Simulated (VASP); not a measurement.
# CdS (Greenockite): relaxation of cell and atoms with optB88-vdW

The system is CdS (Greenockite).

```xyz
4
Lattice="4.1500 0.0000 0.0000 -2.0750 3.5940 0.0000 0.0000 0.0000 6.7370" Properties=species:S:1:pos:R:3 pbc="T T T"
Cd    2.0750    1.1980    3.3685
Cd    0.0000    2.3960    0.0000
S     2.0750    1.1980    5.8949
S     0.0000    2.3960    2.5264
```

* Program: VASP 6.6.1
* Task: relaxation of cell and atoms
* Functional: optB88-vdW
* Potentials or basis: VASP PAW PBE potentials, release 64 (Cd, S)
* Cutoff: 600 eV
* k mesh: 7 × 7 × 4
* Occupations: fermi-dirac, width 0.05 eV
* Spin: no spin polarisation
* Further INCAR settings: ALGO = Fast; EDIFF = 1e-07; IBRION = 2; EDIFFG = -0.005; NSW = 60; ISIF = 3

| Property | Result |
| --- | --- |
| Relaxed volume | 25.90 Å³/atom |
| Relaxed cell | a = 4.185 Å, b = 4.185 Å, c = 6.829 Å, α = 90.00°, β = 90.00°, γ = 120.00° |
| Space group after relaxing (to 0.05 Å) | P6_3mc (No. 186) |
| Energy gained by relaxing | 4.6 meV/atom |
| Ionic steps | 7 |
| Pressure after relaxing | 0.0 GPa |
| Band gap on the k mesh | 0.99 eV, direct |

The path:
```
step  energy change (eV)  largest force (eV/Å)  pressure (GPa)  volume (Å³)
   1              0.0000                0.0649            1.84       100.48
   2             -0.0162                0.0097           -0.60       104.74
   3             -0.0184                0.0064           -0.01       103.61
   4             -0.0184                0.0055           -0.03       103.67
   5             -0.0184                0.0018           -0.03       103.65
   6             -0.0184                0.0022           -0.03       103.65
   7             -0.0184                0.0014            0.01       103.58
```

Final structure:
```
CELL_PARAMETERS angstrom
4.18515 0.00000 0.00000
-2.09257 3.62445 0.00000
0.00000 0.00000 6.82853
ATOMIC_POSITIONS crystal
Cd 0.66667 0.33333 0.49962
Cd 0.33333 0.66667 0.99962
S 0.66667 0.33333 0.87538
S 0.33333 0.66667 0.37538
```

Levels at points of the mesh, in eV from the valence-band top:
| k point | band 15 | band 16 | band 17 | band 18 | band 19 | band 20 | band 21 | band 22 |
| --- | --- | --- | --- | --- | --- | --- | --- | --- |
| (0.00, 0.00, 0.00) | -0.70 | -0.05 | 0.00 | 0.00 | 0.99 | 2.67 | 6.45 | 6.45 |
| (0.00, 0.00, 0.50) | -0.36 | -0.36 | -0.36 | -0.36 | 2.67 | 2.67 | 6.08 | 6.08 |

It took 7.8 min on 1 thread of Intel(R) Xeon(R) 6975P-C (Granite Rapids) (shared host), peak memory 0.64 GiB.

Caveat: the PAW data sets were made with another functional, which shifts forces and pressure a little. Zero-point motion and thermal expansion aren't in these numbers.
